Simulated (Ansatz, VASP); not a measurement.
# One calculation of SnH5, two programs

```
Sn H
1.0
     2.93135    0.00000    0.00000
    -1.46567    2.53862    0.00000
     0.00000    0.00000    8.68277
Sn H
1 5
Direct
  0.00000 0.00000 0.50000
  0.50000 0.00000 0.00000
  0.00000 0.50000 0.00000
  0.50000 0.50000 0.00000
  0.00000 0.00000 0.29398
  0.00000 0.00000 0.70602
```

Alike in both runs: functional PBE; k mesh 6 × 6 × 2; occupations gaussian, width 0.1 eV; no spin polarisation.

Ansatz relaxed the structure, and its values are those at the end. VASP's run is a single point on that final structure, the one shown.

|  | VASP | Ansatz |
| --- | --- | --- |
| version | VASP 6.6.1 | Ansatz 0.2.0 |
| potentials or method | VASP PAW PBE potentials, release 64 (Sn_d, H) | scalar-relativistic, plane waves, PAW |
| plane-wave cutoff (eV) | 520 | 420 |
| valence electrons in the cell | 19 | 19 |

|  | VASP | Ansatz | Ansatz less VASP |
| --- | --- | --- | --- |
| gap on the k mesh at the Fermi level (eV) | none | none | - |
| pressure (GPa) | -0.1 | 0.0 | +0.16 |

A gap of «none» marks a metal or a gap that the smearing closes.

Caveats: the k mesh is coarse (spacing up to 0.41 Å⁻¹), so the values aren't converged.
